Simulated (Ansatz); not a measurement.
# Cobalt, hcp under PBE: testing the k-point mesh

Aim: find which k-point mesh is enough for energy and pressure and moments. The geometry was relaxed under PBE beforehand and stays fixed; 8 values are run, from 2×2×1 to 21×21×11. Wanted are the values from which on the energy stays within 10 and 1 meV/atom, and the pressure within 0.5 GPa, of the last run. Within the series other settings stay, but some runs also write fields, which adds to their time. The moments start as that relaxation left them.

Computed with Ansatz 0.2.0 (DFT PBE, plane waves with PAW, scalar-relativistic, unless a step says otherwise).

### Step 1. Starting point

The structure is hexagonal, space group P6_3/mmc (No. 194). Conventional cell: a = 2.494 Å, b = 2.494 Å, c = 4.028 Å, α = 90.00°, β = 90.00°, γ = 120.00°. Co (site symmetry -6m2) has 12 Co at 2.48 to 2.49 Å as nearest neighbours.

Structure file:

```
CELL_PARAMETERS angstrom
2.49352 0.00000 0.00000
-1.24676 2.15945 0.00000
0.00000 0.00000 4.02778
ATOMIC_POSITIONS crystal
Co 0.33333 0.66667 0.25000
Co 0.66667 0.33333 0.75000
```

Starting moments (μB): +1.69 ×2.

### Step 2. With a k-mesh of 2×2×1

The run at 2×2×1.

input.yaml

```yaml
crystal:
  lattice:
    - [2.4935221926, 0.0, 0.0]
    - [-1.2467610963, 2.1594535637, 0.0]
    - [0.0, 0.0, 4.0277844638]
  atoms:
    - { symbol: Co, position: [0.3333333333, 0.6666666667, 0.25], spin: 1.69 }
    - { symbol: Co, position: [0.6666666667, 0.3333333333, 0.75], spin: 1.69 }
hamiltonian:
  xc: pbe
  pseudopotentials:
    kind: paw
    azcp:
      Co: "pseudopotentials/Co.paw.azcp"
basis:
  ecutwfc: 420
  fft_grid_basis: typed
kpoints:
  mp_grid: { grid: [2, 2, 1], shift: [0, 0, 0] }
magnetization:
  spin_polarized: true
scf:
  occupations: { method: fermi_dirac, width: 0.05 }
  lower_state_search: "off"
output:
  stress: true
  write_density: true
  write_potential: true
  elf: true
  volumetric_format: npy
```

Run with:

```sh
ansatz run input.yaml --threads 1 --pin off --max-ram 3584MiB --backend cpu --events-out ev --progress --plain --runs-dir out
```

Log (excerpt; [...] marks lines left out):

```text
[...]
Pseudopotentials: kind: paw
Pseudopotential: Co, paw, valence charge 17, recommended cutoff 420 eV (normal), <dir>
Functional definition: PBE
[...]
Crystal: 2 atoms, lattice volume = 21.688 Å³
Basis set: ecut = 420 eV, 403 PW (Γ)
Bands: 23, of which v1, the nominal top of the filled ones, is band 17 counted from 1 (16 counted from 0)
Symmetry: 24 space group operations
Space group: P63/mmc (ITA 194), of the structure as read, at distance tolerance 2.8e-5 Å
Magnetic group: BNS 194.263 (UNI 1493), of the structure as read, at distance tolerance 2.8e-5 Å
k-points: 2 of 4
[...]
Starting moments: Σ|m| = 3.38 μB on 2 of 2 sites
[...]
SCF iter   1: F=—  HF=-10251.489993 eV  |F-HF|=—  |Δ(HF+E_count)|=         —  Δρ=4.95e-2 (↑3.17e-2 ↓4.95e-2)  dr2=2.68e-1  dr2_m=2.18e-1  M=2.927 μB ∫|m|=2.986 μB  β_m=0.30  ethr=7.87e-4  ⟨swp⟩=1.0  Hψ=489  notcnv=0
[...]
spin-set hold released at iteration 9 (site moments contracting): the magnetisation degrees of freedom join the quasi-Newton model from the next iteration; the mixer history was flushed
[...]
SCF iter  19: F=-10251.643676 eV  HF=-10251.643676 eV  |F-HF|=9.09e-12  |Δ(HF+E_count)|=   4.86e-9  Δρ=1.41e-6 (↑7.62e-7 ↓1.41e-6)  dr2=2.21e-10  dr2_m=1.70e-10  M=2.574 μB ∫|m|=3.391 μB  ethr=2.64e-10  ⟨swp⟩=5.2  Hψ=447  notcnv=0
[...]
SCF converged after 19 iterations
Magnetization: 2.5739 μB (18.2870 up, 15.7130 down)
Absolute magnetization: 3.3962 μB (∫|ρ↑−ρ↓|, with the PAW one-centre terms)
Spin contamination: 0.2642 ħ² per cell (⟨S²⟩ above its minimum at these occupations)
Per-site moments (μB) at R_I (Å): [(1.4537843349136974, 1.0211614668263853), (1.4537843349136974, 1.0211614668263853)]
Free energy (F): -10251.643676 eV
[...]
E sigma→0 (E₀):  -10251.637700 eV
Entropy (-TS):   -0.011953 eV (-5.977 meV/atom)
Fermi energy:    18.798702 eV
[...]
--- Stress (GPa, compression-positive) ---
        2.153154       0.000000       0.000000
        0.000000       2.153154       0.000000
        0.000000       0.000000      -7.360518
  P = ⅓ Tr σ = -1.0181 GPa (-10.181 kbar)
--- Band table (eV) ---
  k-point 0 ↑: bands = ["-77.0958", "-77.0386", "-40.3711", "-40.3711", "-40.3232", "-40.3232", "-40.2021", "-39.8675", "9.8516", "13.8103", "16.1449", "16.1449", "16.4587", "16.4587", "16.6020", "17.0412", "17.0412", "18.1553", "18.1553", "18.8860", "25.2857", "40.5340", "43.0835"]
[...]
```

Run time: 1.3 s. Hardware: 1 thread of Intel Xeon Platinum 8259CL at 2.50GHz (Skylake/Cascade Lake), shared host; peak memory 0.37 GiB.

### Step 3. With a k-mesh of 4×4×2

The run at 4×4×2.

input.yaml, as its differences from that of step 2:

```diff
@@ -18,3 +18,3 @@
 kpoints:
-  mp_grid: { grid: [2, 2, 1], shift: [0, 0, 0] }
+  mp_grid: { grid: [4, 4, 2], shift: [0, 0, 0] }
 magnetization:
@@ -26,5 +26 @@
   stress: true
-  write_density: true
-  write_potential: true
-  elf: true
-  volumetric_format: npy
```

Run with:

```sh
ansatz run input.yaml --threads 1 --pin off --max-ram 3584MiB --backend cpu --events-out ev --progress --plain --runs-dir out
```

Log (excerpt; [...] marks lines left out):

```text
[...]
[... 3 set-up lines as earlier in the session ...]
[...]
Crystal: 2 atoms, lattice volume = 21.688 Å³
Basis set: ecut = 420 eV, 403 PW (Γ)
Bands: 23, of which v1, the nominal top of the filled ones, is band 17 counted from 1 (16 counted from 0)
[... 2 set-up lines as earlier in the session ...]
Magnetic group: BNS 194.263 (UNI 1493), of the structure as read, at distance tolerance 2.8e-5 Å
k-points: 8 of 32
[...]
Starting moments: Σ|m| = 3.38 μB on 2 of 2 sites
[...]
SCF iter   1: F=—  HF=-10252.140138 eV  |F-HF|=—  |Δ(HF+E_count)|=         —  Δρ=5.96e-2 (↑2.66e-2 ↓5.96e-2)  dr2=1.46e-1  dr2_m=3.51e-1  M=3.350 μB ∫|m|=3.369 μB  β_m=1.00  ethr=4.28e-4  ⟨swp⟩=1.0  Hψ=1897  notcnv=0
[...]
SCF iter  11: F=-10252.268148 eV  HF=-10252.268148 eV  |F-HF|=7.47e-9  |Δ(HF+E_count)|=   2.07e-8  Δρ=1.11e-5 (↑3.79e-6 ↓1.11e-5)  dr2=1.07e-8  dr2_m=4.76e-9  M=3.374 μB ∫|m|=3.613 μB  ethr=2.94e-10  ⟨swp⟩=3.8  Hψ=1082  notcnv=0
[...]
SCF converged after 11 iterations
Magnetization: 3.3739 μB (18.6870 up, 15.3130 down)
Absolute magnetization: 3.6139 μB (∫|ρ↑−ρ↓|, with the PAW one-centre terms)
Spin contamination: 0.0405 ħ² per cell (⟨S²⟩ above its minimum at these occupations)
Per-site moments (μB) at R_I (Å): [(1.7425146701337866, 1.0211614668263853), (1.7425146701337875, 1.0211614668263853)]
Free energy (F): -10252.268148 eV
[...]
E sigma→0 (E₀):  -10252.260248 eV
Entropy (-TS):   -0.015801 eV (-7.901 meV/atom)
Fermi energy:    18.724513 eV
[...]
--- Stress (GPa, compression-positive) ---
        0.189163      -0.000000       0.000000
        0.000000       0.189163       0.000000
        0.000000       0.000000       5.503595
  P = ⅓ Tr σ = 1.9606 GPa (19.606 kbar)
```

Run time: 1 s. Hardware: 1 thread of Intel Xeon Platinum 8259CL at 2.50GHz (Skylake/Cascade Lake), shared host; peak memory 0.37 GiB.

### Step 4. With a k-mesh of 5×5×3

The run at 5×5×3.

input.yaml, as its differences from that of step 3:

```diff
@@ -18,3 +18,3 @@
 kpoints:
-  mp_grid: { grid: [4, 4, 2], shift: [0, 0, 0] }
+  mp_grid: { grid: [5, 5, 3], shift: [0, 0, 0] }
 magnetization:
```

Run with:

```sh
ansatz run input.yaml --threads 1 --pin off --max-ram 3584MiB --backend cpu --events-out ev --progress --plain --runs-dir out
```

Log (excerpt; [...] marks lines left out):

```text
[...]
[... 3 set-up lines as earlier in the session ...]
[...]
Crystal: 2 atoms, lattice volume = 21.688 Å³
Basis set: ecut = 420 eV, 403 PW (Γ)
Bands: 23, of which v1, the nominal top of the filled ones, is band 17 counted from 1 (16 counted from 0)
[... 2 set-up lines as earlier in the session ...]
Magnetic group: BNS 194.263 (UNI 1493), of the structure as read, at distance tolerance 2.8e-5 Å
k-points: 10 of 75
[...]
Starting moments: Σ|m| = 3.38 μB on 2 of 2 sites
[...]
SCF iter   1: F=—  HF=-10252.156342 eV  |F-HF|=—  |Δ(HF+E_count)|=         —  Δρ=6.36e-2 (↑1.90e-2 ↓6.36e-2)  dr2=2.67e-1  dr2_m=3.21e-1  M=3.314 μB ∫|m|=3.337 μB  β_m=1.00  ethr=7.86e-4  ⟨swp⟩=1.0  Hψ=2362  notcnv=0
[...]
SCF iter  13: F=-10252.261732 eV  HF=-10252.261732 eV  |F-HF|=1.45e-9  |Δ(HF+E_count)|=   8.98e-8  Δρ=5.39e-6 (↑3.23e-6 ↓5.39e-6)  dr2=3.94e-9  dr2_m=1.38e-9  M=3.543 μB ∫|m|=3.725 μB  ethr=8.91e-11  ⟨swp⟩=2.0  Hψ=1460  notcnv=0
[...]
SCF converged after 13 iterations
Magnetization: 3.5429 μB (18.7715 up, 15.2285 down)
Absolute magnetization: 3.7249 μB (∫|ρ↑−ρ↓|, with the PAW one-centre terms)
Spin contamination: 0.0422 ħ² per cell (⟨S²⟩ above its minimum at these occupations)
Per-site moments (μB) at R_I (Å): [(1.8127046492382686, 1.0211614668263853), (1.8127046492382688, 1.0211614668263853)]
Free energy (F): -10252.261732 eV
[...]
E sigma→0 (E₀):  -10252.255183 eV
Entropy (-TS):   -0.013096 eV (-6.548 meV/atom)
Fermi energy:    18.653914 eV
[...]
--- Stress (GPa, compression-positive) ---
        4.107263       0.000000       0.000000
        0.000000       4.107263       0.000000
        0.000000       0.000000      -0.300299
  P = ⅓ Tr σ = 2.6381 GPa (26.381 kbar)
```

Run time: 1.5 s. Hardware: 1 thread of Intel Xeon Platinum 8259CL at 2.50GHz (Skylake/Cascade Lake), shared host; peak memory 0.37 GiB.

### Step 5. With a k-mesh of 7×7×4

The run at 7×7×4.

input.yaml, as its differences from that of step 4:

```diff
@@ -18,3 +18,3 @@
 kpoints:
-  mp_grid: { grid: [5, 5, 3], shift: [0, 0, 0] }
+  mp_grid: { grid: [7, 7, 4], shift: [0, 0, 0] }
 magnetization:
@@ -26 +26,5 @@
   stress: true
+  write_density: true
+  write_potential: true
+  elf: true
+  volumetric_format: npy
```

Run with:

```sh
ansatz run input.yaml --threads 1 --pin off --max-ram 3584MiB --backend cpu --events-out ev --progress --plain --runs-dir out
```

Log (excerpt; [...] marks lines left out):

```text
[...]
[... 3 set-up lines as earlier in the session ...]
[...]
Crystal: 2 atoms, lattice volume = 21.688 Å³
Basis set: ecut = 420 eV, 403 PW (Γ)
Bands: 23, of which v1, the nominal top of the filled ones, is band 17 counted from 1 (16 counted from 0)
[... 2 set-up lines as earlier in the session ...]
Magnetic group: BNS 194.263 (UNI 1493), of the structure as read, at distance tolerance 2.8e-5 Å
k-points: 24 of 196
[...]
Starting moments: Σ|m| = 3.38 μB on 2 of 2 sites
[...]
SCF iter   1: F=—  HF=-10252.174960 eV  |F-HF|=—  |Δ(HF+E_count)|=         —  Δρ=5.41e-2 (↑1.48e-2 ↓5.41e-2)  dr2=2.63e-1  dr2_m=1.96e-1  M=3.122 μB ∫|m|=3.188 μB  β_m=1.00  ethr=7.72e-4  ⟨swp⟩=1.0  Hψ=5679  notcnv=0
[...]
SCF converged after 15 iterations
an eigenvalue changed by more than its tolerance at an iteration that met the thresholds in force, so the SCF went on 1 time: the last check found none over its tolerance
Magnetization: 3.1768 μB (18.5884 up, 15.4116 down)
Absolute magnetization: 3.5003 μB (∫|ρ↑−ρ↓|, with the PAW one-centre terms)
Spin contamination: 0.0571 ħ² per cell (⟨S²⟩ above its minimum at these occupations)
Per-site moments (μB) at R_I (Å): [(1.6627146538678468, 1.0211614668263853), (1.6627146538678466, 1.0211614668263853)]
Free energy (F): -10252.278858 eV
[...]
E sigma→0 (E₀):  -10252.270233 eV
Entropy (-TS):   -0.017250 eV (-8.625 meV/atom)
Fermi energy:    18.691505 eV
[...]
--- Stress (GPa, compression-positive) ---
       -0.114115       0.000000       0.000000
        0.000000      -0.114115       0.000000
        0.000000       0.000000       0.200558
  P = ⅓ Tr σ = -0.0092 GPa (-0.092 kbar)
--- Band table (eV; the first three rows and the last of 48) ---
[... band rows left out ...]
[...]
```

It took 4.7 s on 1 thread of Intel Xeon Platinum 8259CL at 2.50GHz (Skylake/Cascade Lake), shared host; peak memory 0.39 GiB.

### Step 6. With a k-mesh of 9×9×5

The run at 9×9×5.

input.yaml, as its differences from that of step 5:

```diff
@@ -18,3 +18,3 @@
 kpoints:
-  mp_grid: { grid: [7, 7, 4], shift: [0, 0, 0] }
+  mp_grid: { grid: [9, 9, 5], shift: [0, 0, 0] }
 magnetization:
@@ -26,5 +26 @@
   stress: true
-  write_density: true
-  write_potential: true
-  elf: true
-  volumetric_format: npy
```

Run with:

```sh
ansatz run input.yaml --threads 1 --pin off --max-ram 3584MiB --backend cpu --events-out ev --progress --plain --runs-dir out
```

Log (excerpt; [...] marks lines left out):

```text
[...]
[... 3 set-up lines as earlier in the session ...]
[...]
Crystal: 2 atoms, lattice volume = 21.688 Å³
Basis set: ecut = 420 eV, 403 PW (Γ)
Bands: 23, of which v1, the nominal top of the filled ones, is band 17 counted from 1 (16 counted from 0)
[... 2 set-up lines as earlier in the session ...]
Magnetic group: BNS 194.263 (UNI 1493), of the structure as read, at distance tolerance 2.8e-5 Å
k-points: 36 of 405
[...]
Starting moments: Σ|m| = 3.38 μB on 2 of 2 sites
[...]
SCF iter   1: F=—  HF=-10252.195221 eV  |F-HF|=—  |Δ(HF+E_count)|=         —  Δρ=5.07e-2 (↑1.47e-2 ↓5.07e-2)  dr2=2.47e-1  dr2_m=1.67e-1  M=3.058 μB ∫|m|=3.145 μB  β_m=0.30  ethr=7.26e-4  ⟨swp⟩=1.0  Hψ=8489  notcnv=0
[...]
SCF iter  11: F=-10252.307427 eV  HF=-10252.307427 eV  |F-HF|=1.51e-9  |Δ(HF+E_count)|=   1.36e-8  Δρ=6.23e-6 (↑2.59e-6 ↓6.23e-6)  dr2=3.08e-9  dr2_m=2.50e-9  M=3.083 μB ∫|m|=3.436 μB  ethr=2.94e-10  ⟨swp⟩=4.0  Hψ=4886  notcnv=0
[...]
SCF converged after 11 iterations
Magnetization: 3.0830 μB (18.5415 up, 15.4585 down)
Absolute magnetization: 3.4378 μB (∫|ρ↑−ρ↓|, with the PAW one-centre terms)
Spin contamination: 0.0560 ħ² per cell (⟨S²⟩ above its minimum at these occupations)
Per-site moments (μB) at R_I (Å): [(1.6222672524007191, 1.0211614668263853), (1.6222672524007185, 1.0211614668263853)]
Free energy (F): -10252.307427 eV
[...]
E sigma→0 (E₀):  -10252.298793 eV
Entropy (-TS):   -0.017269 eV (-8.634 meV/atom)
Fermi energy:    18.736903 eV
[...]
--- Stress (GPa, compression-positive) ---
       -1.254300       0.000000       0.000000
        0.000000      -1.254300       0.000000
        0.000000       0.000000       0.202003
  P = ⅓ Tr σ = -0.7689 GPa (-7.689 kbar)
```

Wall time 3 s (1 thread of Intel Xeon Platinum 8259CL at 2.50GHz (Skylake/Cascade Lake), shared host); peak memory 0.4 GiB.

### Step 7. With a k-mesh of 12×12×6

The run at 12×12×6.

input.yaml, as its differences from that of step 6:

```diff
@@ -18,3 +18,3 @@
 kpoints:
-  mp_grid: { grid: [9, 9, 5], shift: [0, 0, 0] }
+  mp_grid: { grid: [12, 12, 6], shift: [0, 0, 0] }
 magnetization:
```

Run with:

```sh
ansatz run input.yaml --threads 1 --pin off --max-ram 3584MiB --backend cpu --events-out ev --progress --plain --runs-dir out
```

Log (excerpt; [...] marks lines left out):

```text
[...]
[... 3 set-up lines as earlier in the session ...]
[...]
Crystal: 2 atoms, lattice volume = 21.688 Å³
Basis set: ecut = 420 eV, 403 PW (Γ)
Bands: 23, of which v1, the nominal top of the filled ones, is band 17 counted from 1 (16 counted from 0)
[... 2 set-up lines as earlier in the session ...]
Magnetic group: BNS 194.263 (UNI 1493), of the structure as read, at distance tolerance 2.8e-5 Å
k-points: 76 of 864
[...]
Starting moments: Σ|m| = 3.38 μB on 2 of 2 sites
[...]
SCF iter   1: F=—  HF=-10252.191398 eV  |F-HF|=—  |Δ(HF+E_count)|=         —  Δρ=5.46e-2 (↑1.50e-2 ↓5.46e-2)  dr2=2.49e-1  dr2_m=2.09e-1  M=3.132 μB ∫|m|=3.204 μB  β_m=1.00  ethr=7.31e-4  ⟨swp⟩=1.0  Hψ=17952  notcnv=0
[...]
SCF iter  15: F=-10252.305642 eV  HF=-10252.305642 eV  |F-HF|=7.42e-10  |Δ(HF+E_count)|=   1.07e-7  Δρ=1.92e-6 (↑1.58e-6 ↓1.92e-6)  dr2=2.07e-10  dr2_m=4.95e-10  M=3.291 μB ∫|m|=3.606 μB  ethr=1.77e-12  ⟨swp⟩=3.9  Hψ=9501  notcnv=0
[...]
SCF converged after 15 iterations
Magnetization: 3.2908 μB (18.6454 up, 15.3546 down)
Absolute magnetization: 3.6068 μB (∫|ρ↑−ρ↓|, with the PAW one-centre terms)
Spin contamination: 0.0562 ħ² per cell (⟨S²⟩ above its minimum at these occupations)
Per-site moments (μB) at R_I (Å): [(1.7182748258440446, 1.0211614668263853), (1.7182748258440441, 1.0211614668263853)]
Free energy (F): -10252.305642 eV
[...]
E sigma→0 (E₀):  -10252.297365 eV
Entropy (-TS):   -0.016555 eV (-8.277 meV/atom)
Fermi energy:    18.679768 eV
[...]
--- Stress (GPa, compression-positive) ---
        0.944453       0.000000       0.000000
        0.000000       0.944453       0.000000
        0.000000       0.000000       0.824159
  P = ⅓ Tr σ = 0.9044 GPa (9.044 kbar)
```

Wall time 8.5 s (1 thread of Intel Xeon Platinum 8259CL at 2.50GHz (Skylake/Cascade Lake), shared host); peak memory 0.43 GiB.

### Step 8. With a k-mesh of 15×15×8

The run at 15×15×8.

input.yaml, as its differences from that of step 7:

```diff
@@ -18,3 +18,3 @@
 kpoints:
-  mp_grid: { grid: [12, 12, 6], shift: [0, 0, 0] }
+  mp_grid: { grid: [15, 15, 8], shift: [0, 0, 0] }
 magnetization:
```

Run with:

```sh
ansatz run input.yaml --threads 1 --pin off --max-ram 3584MiB --backend cpu --events-out ev --progress --plain --runs-dir out
```

Log (excerpt; [...] marks lines left out):

```text
[...]
[... 3 set-up lines as earlier in the session ...]
[...]
Crystal: 2 atoms, lattice volume = 21.688 Å³
Basis set: ecut = 420 eV, 403 PW (Γ)
Bands: 23, of which v1, the nominal top of the filled ones, is band 17 counted from 1 (16 counted from 0)
[... 2 set-up lines as earlier in the session ...]
Magnetic group: BNS 194.263 (UNI 1493), of the structure as read, at distance tolerance 2.8e-5 Å
k-points: 135 of 1800
[...]
Starting moments: Σ|m| = 3.38 μB on 2 of 2 sites
[...]
SCF iter   1: F=—  HF=-10252.195310 eV  |F-HF|=—  |Δ(HF+E_count)|=         —  Δρ=5.68e-2 (↑1.61e-2 ↓5.68e-2)  dr2=2.43e-1  dr2_m=2.39e-1  M=3.169 μB ∫|m|=3.240 μB  β_m=1.00  ethr=7.14e-4  ⟨swp⟩=1.0  Hψ=31879  notcnv=0
[...]
SCF iter  13: F=-10252.313308 eV  HF=-10252.313308 eV  |F-HF|=7.15e-10  |Δ(HF+E_count)|=   5.08e-8  Δρ=2.96e-6 (↑6.91e-7 ↓2.96e-6)  dr2=1.11e-9  dr2_m=4.06e-10  M=3.256 μB ∫|m|=3.583 μB  ethr=1.23e-12  ⟨swp⟩=1.0  Hψ=19657  notcnv=0
[...]
SCF converged after 13 iterations
Magnetization: 3.2556 μB (18.6278 up, 15.3722 down)
Absolute magnetization: 3.5836 μB (∫|ρ↑−ρ↓|, with the PAW one-centre terms)
Spin contamination: 0.0566 ħ² per cell (⟨S²⟩ above its minimum at these occupations)
Per-site moments (μB) at R_I (Å): [(1.7031990037260694, 1.0211614668263853), (1.7031990037260683, 1.0211614668263853)]
Free energy (F): -10252.313308 eV
[...]
E sigma→0 (E₀):  -10252.306504 eV
Entropy (-TS):   -0.013607 eV (-6.804 meV/atom)
Fermi energy:    18.697161 eV
[...]
--- Stress (GPa, compression-positive) ---
        0.450301       0.000000       0.000000
        0.000000       0.450301       0.000000
        0.000000       0.000000       0.833134
  P = ⅓ Tr σ = 0.5779 GPa (5.779 kbar)
```

Run time: 14 s. Hardware: 1 thread of Intel Xeon Platinum 8259CL at 2.50GHz (Skylake/Cascade Lake), shared host; peak memory 0.48 GiB.

### Step 9. With a k-mesh of 21×21×11

The run at 21×21×11.

input.yaml, as its differences from that of step 8:

```diff
@@ -18,3 +18,3 @@
 kpoints:
-  mp_grid: { grid: [15, 15, 8], shift: [0, 0, 0] }
+  mp_grid: { grid: [21, 21, 11], shift: [0, 0, 0] }
 magnetization:
```

Run with:

```sh
ansatz run input.yaml --threads 1 --pin off --max-ram 3584MiB --backend cpu --events-out ev --progress --plain --runs-dir out
```

Log (excerpt; [...] marks lines left out):

```text
[...]
[... 3 set-up lines as earlier in the session ...]
[...]
Crystal: 2 atoms, lattice volume = 21.688 Å³
Basis set: ecut = 420 eV, 403 PW (Γ)
Bands: 23, of which v1, the nominal top of the filled ones, is band 17 counted from 1 (16 counted from 0)
[... 2 set-up lines as earlier in the session ...]
Magnetic group: BNS 194.263 (UNI 1493), of the structure as read, at distance tolerance 2.8e-5 Å
k-points: 288 of 4851
[...]
Starting moments: Σ|m| = 3.38 μB on 2 of 2 sites
[...]
SCF iter   1: F=—  HF=-10252.195975 eV  |F-HF|=—  |Δ(HF+E_count)|=         —  Δρ=5.52e-2 (↑1.52e-2 ↓5.52e-2)  dr2=2.48e-1  dr2_m=2.16e-1  M=3.138 μB ∫|m|=3.212 μB  β_m=1.00  ethr=7.29e-4  ⟨swp⟩=1.0  Hψ=67872  notcnv=0
[...]
SCF iter  14: F=-10252.309954 eV  HF=-10252.309954 eV  |F-HF|=3.04e-10  |Δ(HF+E_count)|=   1.02e-7  Δρ=2.32e-6 (↑1.21e-6 ↓2.32e-6)  dr2=2.78e-10  dr2_m=4.92e-10  M=3.213 μB ∫|m|=3.544 μB  ethr=1.45e-10  ⟨swp⟩=3.7  Hψ=36010  notcnv=0
[...]
SCF converged after 14 iterations
Magnetization: 3.2128 μB (18.6064 up, 15.3936 down)
Absolute magnetization: 3.5452 μB (∫|ρ↑−ρ↓|, with the PAW one-centre terms)
Spin contamination: 0.0563 ħ² per cell (⟨S²⟩ above its minimum at these occupations)
Per-site moments (μB) at R_I (Å): [(1.682704855516561, 1.0211614668263853), (1.6827048555165607, 1.0211614668263853)]
Free energy (F): -10252.309954 eV
[...]
E sigma→0 (E₀):  -10252.302310 eV
Entropy (-TS):   -0.015288 eV (-7.644 meV/atom)
Fermi energy:    18.703500 eV
[...]
--- Stress (GPa, compression-positive) ---
        0.142555       0.000000       0.000000
        0.000000       0.142555       0.000000
        0.000000       0.000000       0.387607
  P = ⅓ Tr σ = 0.2242 GPa (2.242 kbar)
```

Wall time 40 s (1 thread of Intel Xeon Platinum 8259CL at 2.50GHz (Skylake/Cascade Lake), shared host); peak memory 0.57 GiB.

### Step 10. Convergence table

Energies count from the run at 21×21×11.

```csv
k-mesh,k-points,E(σ → 0) (meV/atom),P (GPa),largest moment (μB),SCF cycles,CPU time
2×2×1,2,332.31,-1.02,1.454,19,1.3 s
4×4×2,8,21.03,1.96,1.743,11,1 s
5×5×3,10,23.56,2.64,1.813,13,1.5 s
7×7×4,24,16.04,-0.01,1.663,15,4.7 s
9×9×5,36,1.76,-0.77,1.622,11,3 s
12×12×6,76,2.47,0.90,1.718,15,8.6 s
15×15×8,135,-2.10,0.58,1.703,13,14 s
21×21×11,288,0.00,0.22,1.683,14,40 s
```

### Step 11. Outcome

| quantity | value |
| --- | --- |
| E(σ → 0) stays within 10 meV/atom of 21×21×11 | from 9×9×5 on |
| E(σ → 0) stays within 1 meV/atom | not reached before 21×21×11 |
| pressure stays within 0.5 GPa | from 15×15×8 on |
| pressure at 21×21×11 | 0.22 GPa |
| CPU time, dearest over cheapest | 39 |
| energy of a separate run on a finer mesh (24×24×13) | -0.9 meV/atom from 21×21×11 |

In words: At 2×2×1 the energy differs by +332.3 meV/atom and the pressure by -1.2 GPa. Convergence in k is not monotonic; the energy swings about its limit. The energy has not settled to 1 meV/atom before the last mesh. Metals converge slowly, as the Fermi surface must be resolved. The largest moment goes from 1.68 μB at 21×21×11 to 1.45 μB at 2×2×1. The yardstick itself is unsettled by 0.9 meV/atom against the finer mesh, so the thresholds above hold only within this series.
